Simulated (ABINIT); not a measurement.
**MgO: single point with PBEsol**

**Experimental background.**

“Electronic structure of alkaline earth and post-transition metal oxides”, 2009, arxiv:0908.1581 quotes, for a bulk crystal of MgO: band gap 7.83 eV.

MgO:

```xyz
2
Lattice="0.0000 2.0970 2.0970 2.0970 0.0000 2.0970 2.0970 2.0970 0.0000" Properties=species:S:1:pos:R:3 pbc="T T T"
Mg    0.0000    0.0000    0.0000
O     2.0970    2.0970    2.0970
```

The cell is a database's computed one.

* Program: ABINIT 10.8.3 (patched build)
* Task: single point
* Functional: PBEsol
* Potentials or basis: JTH PAW PBE v2.0
* Cutoff: 626 eV
* k mesh: 14 × 14 × 14
* Occupations: fermi-dirac, width 0.05 eV
* Spin: no spin polarisation

The pressure is 2.7 GPa and the band gap on the k mesh is 4.76 eV, direct. The valence electrons inside the program's atomic spheres are Mg 8.30; O 4.58.

Levels at points of the mesh, in eV from the valence-band top:
```tsv
k point	band 6	band 7	band 8	band 9	band 10	band 11
(0.00, 0.00, 0.00)	0.00	0.00	0.00	4.76	15.69	15.69
(0.50, 0.00, 0.00)	-4.73	-0.68	-0.68	7.82	12.66	16.32
(0.50, 0.50, 0.00)	-4.16	-1.37	-1.37	8.93	10.02	13.12
```

It took 33 s on 1 thread of Arm Neoverse V1, on a shared host, peak memory 0.1 GiB.

Measured gap of MgO: 7.83 eV (quoted in “Electronic structure of alkaline earth and post-transition metal oxides”, 2009, arxiv:0908.1581). This calculation gives 4.76 eV (-3.07 eV). The value is that of PBEsol on a finite k mesh, which can miss the band edges, without temperature or zero-point motion. Semilocal functionals fall short of measured gaps as a rule. The cell is a database's relaxed one, not the measured one, which moves gaps too.

Caveat: the PAW data sets were made with another functional, which shifts forces and pressure a little.
